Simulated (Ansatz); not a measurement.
# GaN: wurtzite against rock salt under pressure

Which form of GaN has the lower enthalpy, and does pressure change the order? Both are relaxed at the same set pressures.

Calculated with Ansatz 0.2.0, PBEsol, PAW files of the set soft_1, cutoff 600 eV, Fermi–Dirac smearing 0.02 eV, k-mesh 10×10×6, no spin polarisation, no spin-orbit coupling.

The rock salt cell takes smearing 0.02 eV and a 11×11×11 mesh.

Near zero pressure the wurtzite cell (P6_3mc, 4 atoms) is a = 3.1827 Å, b = 3.1827 Å, c = 5.1856 Å, α = 90.00°, β = 90.00°, γ = 120.00°; the rock salt cell (Fm-3m, 2 atoms) is a = 2.9841 Å, b = 2.9841 Å, c = 2.9841 Å, α = 60.00°, β = 60.00°, γ = 60.00°.

```
P (GPa)  V, wurtzite (Å³)  V, rock salt (Å³)  ΔE (meV)  ΔH = ΔE + PΔV (meV)
     −4            23.258             19.129     854.1                957.2
      0            22.745             18.789     856.3                856.3
      5            22.180             18.407     853.5                735.8
     15            21.237             17.753     835.9                509.8
     20            20.834             17.467     823.2                402.9
     30            20.129             16.960     792.5                199.1
```

Values are for a formula unit, differences are rock salt less wurtzite, and 1 GPa Å³ = 6.2415 meV. **Question.** Give ΔH at 10 GPa, a row left out above, and the pressure at which the two forms cross, if they do.

Least squares with ΔH = h0 + h1 P + h2 P² gives h0 = 857.0 meV, h1 = −24.44 meV/GPa and h2 = 0.084 meV/GPa². Since dH/dP = V, the slope should equal ΔV: −3.955 Å³ × 6.2415 = −24.69 meV/GPa at 0 GPa. At 10 GPa the fit gives 621.1 meV. The run itself gives 620.5 meV, so the estimate misses by 0.6 meV; the fitted rows themselves lie up to 1.2 meV off the law.

ΔH keeps its sign from -4 to 30 GPa, so the wurtzite form stays lower over the range; the rock salt form is denser and gains with pressure. This compares two forms alone, at zero temperature, without vibrations or barriers; other forms may lie lower.

[Logs are printed without paths, hosts, clocks, repeated set-up lines and the standing remarks that a program may print on its own settings, such as how far it seeks lower states.]
